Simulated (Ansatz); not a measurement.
## BAs and the effect of the screening of exact exchange

```
CELL_PARAMETERS angstrom
0.00000 2.38850 2.38850
2.38850 0.00000 2.38850
2.38850 2.38850 0.00000
ATOMIC_POSITIONS crystal
As 0.75000 0.75000 0.75000
B 0.00000 0.00000 0.00000
```

Kept alike: task single point; functional HSE06 form with a typed share of exact exchange; k mesh 5 × 5 × 5; occupations fermi-dirac, width 0.05 eV; no spin polarisation. Program: Ansatz, Ansatz PAW, cutoff 420 eV. Exact-exchange share held at 0.25. The mesh is that of the run's cell of 2 atoms. No spin-orbit coupling.

| run | pressure (GPa) |
| --- | --- |
| A | 1.20 |
| B | -0.34 |
| C | -0.48 |
| D | -0.58 |
| E | 0.02 |
| F | 0.43 |

The k mesh is coarse, so the values aren't converged. Pressure is positive in compression, with a Pulay correction for the finite cutoff. All rows use potentials made for PBE. The mesh is thin for exact exchange.

Q: The runs differ in the screening of exact exchange alone: 0.1; 0.15; 0.2; 0.3; 0.4; 0.6 Å⁻¹. Which run is which?

A: Run A is 0.6 Å⁻¹; run B is 0.2 Å⁻¹; run C is 0.15 Å⁻¹; run D is 0.1 Å⁻¹; run E is 0.3 Å⁻¹; run F is 0.4 Å⁻¹. The pressure rises from -0.58 to 1.20 GPa between 0.1 and 0.6 Å⁻¹.

At this fixed cell, the pressure rises in every step as the screening parameter grows, passing from slight tension to compression. A larger parameter shortens the range of exact exchange and hands more of the interaction to semilocal exchange, moving the functional from the unscreened hybrid limit towards PBE. PBE tends to make covalent semiconductors too large, whereas exact exchange usually tightens the bonds, so the preferred volume grows and the same cell becomes compressed.

The response is weakest at small parameters, where only the distant tail of the exchange is altered. It steepens once the cut reaches shorter distances, which suggests that exchange over bond-length separations matters most for the volume. Because BAs is a stiff covalent crystal, the whole spread probably corresponds to only a small change in lattice constant.

The near-zero pressure at 0.3 Å⁻¹ means that this cell lies close to equilibrium for that functional, but it doesn't single out the value as the physically best screening, since zero-point and thermal expansion would shift the balance.
